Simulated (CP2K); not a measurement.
Au under changes of volume

One of the cells (16.855 Å³/atom); the others are scaled copies at fixed shape and fractional positions:

```
Au
1.0
     2.87792    0.00000    0.00000
     1.43896    2.49236    0.00000
     1.43896    0.83079    2.34982
Au
1
Cartesian
  0.0000 0.0000 0.0000
```

```yaml
Program: CP2K 2026.2
Functional: PBEsol
Potentials_or_basis: POTENTIAL_UZH Au GTH-PBE-q11; TZVP-MOLOPT-PBE-GTH basis
Density_cutoff: 6803 eV
k_mesh: 11 × 11 × 11
Occupations: fermi-dirac, width 0.05 eV
Spin: no spin polarisation
```

```tsv
volume (Å³/atom)	energy over the lowest point (meV/atom)	pressure (GPa)
15.843	?	?
16.181	77.47	18.7
16.518	43.66	13.4
16.855	20.27	8.8
17.192	6.09	4.7
17.529	0.00	1.1
17.866	1.04	-2.1
```

Question: What does the run at 15.843 Å³/atom give?

Answer: Energy over the lowest point 123.11 meV/atom; pressure 24.7 GPa.

Worked out: A Birch-Murnaghan fit of order 3 (a polynomial in V^(-2/3)) to the other rows has its minimum at 17.64 Å³/atom with B0 = V·E''(V) = 170 GPa and B' = 5.7. It gives 123.29 meV/atom at 15.843 Å³/atom, against the run's 123.11, and -dE/dV = 24.8 GPa, against 24.7.

Energies are extrapolated to zero smearing.

Caveats: with these potentials and basis sets, volumes of gold and of layered tellurides can stand 1.5 % and more from those of plane-wave programs; the potentials were made for another functional, which shifts forces and pressure; the basis of atomic orbitals isn't converged, which shifts pressures, moduli and gaps.
